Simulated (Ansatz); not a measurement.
## Ba on Mg(0001): change of the work function

Wanted: Δφ(θ) for Ba/Mg(0001), starting from the fcc site.

Method: plane-wave DFT, PBE, Ansatz PAW, in Ansatz 0.2.0.

Most raw output is cut from this account.

### Step 1. The structure

The cell holds 4 atoms: 4 Mg. Its edges and angles: a = 3.210 Å, b = 3.210 Å, c = 25.820 Å, α = 90.0°, β = 90.0°, γ = 60.0°. Vacuum lies along c.

### Step 2. The clean slab

The bare slab comes first, as the zero from which every change is counted. The two lowest layers are held at bulk places and the upper ones relax. The dipole correction removes the false field that a one-sided slab makes across the periodic vacuum, so each face gets a flat vacuum level of its own.

Contents of input.yaml:

```yaml
crystal:
  lattice:
    - [3.21, 0.0, 0.0]
    - [1.605, 2.7799415461, 0.0]
    - [0.0, 0.0, 25.81956]
  atoms:
    - { symbol: Mg, position: [0.6666666667, 0.6666666667, 0.3485729424] }
    - { symbol: Mg, position: [0.0, 0.0, 0.4495243141] }
    - { symbol: Mg, position: [0.6666666667, 0.6666666667, 0.5504756859] }
    - { symbol: Mg, position: [0.0, 0.0, 0.6514270576] }
kpoints:
  mp_grid: { grid: [12, 12, 1] }
hamiltonian:
  xc: pbe
scf:
  occupations: { method: fermi_dirac, width: 0.1 }
  convergence: { dr2_threshold: 1.0e-08 }
efield:
  axis: 3
  dipole_correction: true
  ramp_position: 0.97
  ramp_width: 0.06
relax:
  f_tol: 0.02
  max_steps: 60
  constraints: [{ sites: [0, 1] }]
output:
  write_potential: true
  write_density: true
  volumetric_format: npy
```

The run is started by

```sh
$ ansatz run input.yaml --threads 4 --pin off --max-ram 16384MiB --backend cpu --events-out ev --progress --plain --runs-dir out
```

It took 3.6 s on 4 threads of Arm Neoverse V1, shared host; peak memory 0.47 GiB; 14 s of CPU time.

The steps of the relaxation:

```
step  energy less that of the first step (eV)  largest force component (eV/Å)
   1                                   0.0000                          0.0442
   2                                  -0.0007                          0.0154
```

Forces are held to the 6 operations that the run works with; a distortion that breaks them can't arise in this run.

The atoms that moved most (Å):

```
atom     dx     dy     dz  length
 Mg4  0.000  0.000  0.029   0.029
 Mg3  0.000  0.000  0.005   0.005
```

Final coordinates:

```xyz
4
Lattice="3.2100 0.0000 0.0000 1.6050 2.7799 0.0000 0.0000 0.0000 25.8196" Properties=species:S:1:pos:R:3
Mg    3.2100    1.8533    9.0000
Mg    0.0000    0.0000   11.6065
Mg    3.2100    1.8533   14.2181
Mg    0.0000    0.0000   16.8482
```

Numbers from this step:

| Quantity | Value |
| --- | --- |
| energy at zero smearing | -7694.5790 eV |
| work function, upper face | 3.787 eV |
| dipole along the normal | 2.19e-4 e·Å |

Running mean over 2.60652 Å of the planar mean; the ramp of the sawtooth is left out. Table of electron's electrostatic potential energy less the Fermi level by z:

z (Å), electron's electrostatic potential energy less the Fermi level (eV) and a bar from the least value:
```
        4       3.79 ##############################
        5       3.78 ##############################
        6       3.64 #############################
        7       2.60 #########################
        8      -2.09 #######
        9      -4.02 
       10      -4.04 
       11      -4.01 
       12      -3.99 
       13      -3.98 
       14      -4.00 
       15      -3.95 
       16      -3.97 
       17      -3.95 
       18      -1.31 ##########
       19       2.90 ###########################
       20       3.68 ##############################
       21       3.78 ##############################
       22       3.79 ##############################
```

The relaxation took 2 steps and lowered the energy by 7.4e-4 eV; the largest force on the free atoms ends at 0.015 eV/Å.

The work function of the upper face is 3.79 eV.

### Step 3. Adsorbate added, k-mesh 4×4×1, coverage 0.111 ML

System of this step: Ba/Mg(0001). The cell holds 37 atoms: 36 Mg and 1 Ba. Its edges and angles: a = 9.630 Å, b = 9.630 Å, c = 29.012 Å, α = 90.0°, β = 90.0°, γ = 60.0°. Vacuum lies along c.

The clean slab as it ended is repeated in the plane and the adsorbate is set on one face; the cell's size fixes the coverage, and the k-mesh shrinks with it to keep the sampling density about even. Adsorbate and upper layers relax, since the dipole depends on the height.

Contents of input.yaml:

```yaml
crystal:
  lattice:
    - [9.6299999999, 0.0, 0.0]
    - [4.815, 8.3398246384, 0.0]
    - [0.0, 0.0, 29.0122193269]
  atoms:
    - { symbol: Mg, position: [0.2222222222, 0.2222222222, 0.310214117] }
    - { symbol: Mg, position: [0.0, 0.0, 0.4000562614] }
    - { symbol: Mg, position: [0.2222222222, 0.2222222222, 0.4900741069] }
    - { symbol: Mg, position: [0.0, 0.0, 0.5807293333] }
    - { symbol: Mg, position: [0.2222222222, 0.5555555556, 0.310214117] }
    - { symbol: Mg, position: [0.0, 0.3333333333, 0.4000562614] }
    - { symbol: Mg, position: [0.2222222222, 0.5555555556, 0.4900741069] }
    - { symbol: Mg, position: [0.0, 0.3333333333, 0.5807293333] }
[... 25 atom lines left out ...]
    - { symbol: Mg, position: [0.6666666667, 0.6666666667, 0.4000562614] }
    - { symbol: Mg, position: [0.8888888889, 0.8888888889, 0.4900741069] }
    - { symbol: Mg, position: [0.6666666667, 0.6666666667, 0.5807293333] }
    - { symbol: Ba, position: [0.1111111111, 0.1111111111, 0.689785883] }
kpoints:
  mp_grid: { grid: [4, 4, 1] }
hamiltonian:
  xc: pbe
scf:
  occupations: { method: fermi_dirac, width: 0.1 }
  convergence: { dr2_threshold: 1.0e-08 }
efield:
  axis: 3
  dipole_correction: true
  ramp_position: 0.97
  ramp_width: 0.06
relax:
  f_tol: 0.02
  max_steps: 60
  constraints:
    - { sites: [0, 1, 4, 5, 8, 9, 12, 13, 16, 17, 20, 21, 24, 25, 28, 29, 32, 33] }
output:
  write_potential: true
  write_density: true
  volumetric_format: npy
```

The job ended after 4.6 min (4 threads; peak memory 8.3 GiB).

Relaxation path:

```
step  energy less that of the first step (eV)  largest force component (eV/Å)
   1                                   0.0000                          0.5298
   2                                  -0.0993                          0.3793
   3                                  -0.1466                          0.0697
   4                                  -0.1545                          0.0104
```

The run keeps the 6 symmetry operations that it works with, so distortions that break them were not tested.

The atoms that moved most (Å):

```
atom      dx      dy      dz  length
Ba37   0.000   0.000  -0.458   0.458
 Mg4  -0.039  -0.023  -0.201   0.206
Mg16   0.039  -0.023  -0.201   0.206
 Mg8   0.000   0.045  -0.201   0.206
Mg20  -0.031  -0.018   0.095   0.102
Mg24   0.000   0.036   0.095   0.102
Mg32   0.031  -0.018   0.095   0.102
Mg11   0.000  -0.027  -0.064   0.070
```

Final coordinates:

```xyz
37
Lattice="9.6300 0.0000 0.0000 4.8150 8.3398 0.0000 0.0000 0.0000 29.0122" Properties=species:S:1:pos:R:3
Mg    3.2100    1.8533    9.0000
Mg    0.0000    0.0000   11.6065
Mg    3.2335    1.8668   14.1538
Mg   -0.0392   -0.0226   16.6472
Mg    4.8150    4.6332    9.0000
Mg    1.6050    2.7799   11.6065
Mg    4.8169    4.6321   14.2705
Mg    1.6050    2.8252   16.6472
Mg    6.4200    7.4132    9.0000
Mg    3.2100    5.5599   11.6065
Mg    6.4200    7.3861   14.1538
Mg    3.2020    5.5645   16.8840
Mg    6.4200    1.8533    9.0000
Mg    3.2100    0.0000   11.6065
Mg    6.4200    1.8555   14.2705
Mg    3.2492   -0.0226   16.6472
Mg    8.0250    4.6332    9.0000
Mg    4.8150    2.7799   11.6065
Mg    8.0231    4.6321   14.2705
Mg    4.7839    2.7620   16.9432
Mg    9.6300    7.4132    9.0000
Mg    6.4200    5.5599   11.6065
Mg    9.6519    7.4005   14.1827
Mg    6.4200    5.5958   16.9432
Mg    9.6300    1.8533    9.0000
Mg    6.4200    0.0000   11.6065
Mg    9.6065    1.8668   14.1538
Mg    6.4200   -0.0093   16.8840
Mg   11.2350    4.6332    9.0000
Mg    8.0250    2.7799   11.6065
Mg   11.2350    4.6585   14.1827
Mg    8.0561    2.7620   16.9432
Mg   12.8400    7.4132    9.0000
Mg    9.6300    5.5599   11.6065
Mg   12.8181    7.4005   14.1827
Mg    9.6380    5.5645   16.8840
Ba    1.6050    0.9266   19.5543
```

Numbers from this step:

```yaml
energy_at_zero_smearing: -75200.7473 eV
work_function_upper_face: 2.035 eV
work_function_lower_face: 3.745 eV
dipole_along_the_normal: 0.7591 e·Å
step_between_the_vacuum_levels: -1.710 eV
```

Running mean over 2.60652 Å of the planar mean; the ramp of the sawtooth is left out. The electron's electrostatic potential energy less the Fermi level by z:

```
z (Å)  electron's electrostatic potential energy less the Fermi level (eV)
  3.5                                                                 3.74
  4.0                                                                 3.74
  4.5                                                                 3.74
  5.0                                                                 3.73
  5.5                                                                 3.70
  6.0                                                                 3.60
  6.5                                                                 3.32
  7.0                                                                 2.56
  7.5                                                                0.658
  8.0                                                                -2.11
  8.5                                                                -3.59
  9.0                                                                -4.03
  9.5                                                                -4.07
 10.0                                                                -4.04
 10.5                                                                -4.02
 11.0                                                                -4.01
 11.5                                                                -4.01
 12.0                                                                -4.02
 12.5                                                                -4.05
 13.0                                                                -4.06
 13.5                                                                -4.03
 14.0                                                                -4.02
 14.5                                                                -4.02
 15.0                                                                -4.02
 15.5                                                                -3.94
 16.0                                                                -3.95
 16.5                                                                -4.03
 17.0                                                                -3.95
 17.5                                                                -3.44
 18.0                                                                -1.90
 18.5                                                               0.0829
 19.0                                                                0.887
 19.5                                                                0.985
 20.0                                                                0.966
 20.5                                                                 1.11
 21.0                                                                 1.42
 21.5                                                                 1.73
 22.0                                                                 1.91
 22.5                                                                 1.98
 23.0                                                                 2.01
 23.5                                                                 2.02
 24.0                                                                 2.03
 24.5                                                                 2.03
 25.0                                                                 2.03
 25.5                                                                 2.03
```

The relaxation took 4 steps and lowered the energy by 0.15 eV; the largest force on the free atoms ends at 0.010 eV/Å.

The covered face has 2.03 eV, -1.75 eV against the clean one; the bare back face has moved by -0.05 eV, a measure of how thin the slab is.

[end of part 1 of 2]

[Logs are printed without paths, hosts, clocks, repeated set-up lines and the standing remarks that a program may print on its own settings, such as how far it seeks lower states.]

[Hosts, paths, dates, database ids (printed as entryN), source tags and the programs' standing remarks are cut or masked in the printed files.]

[Maps of the electrostatic potential energy from Ansatz leave out the sawtooth potential of an applied field or a dipole correction, so their vacuum need not be flat; planar profiles and work functions include it.]
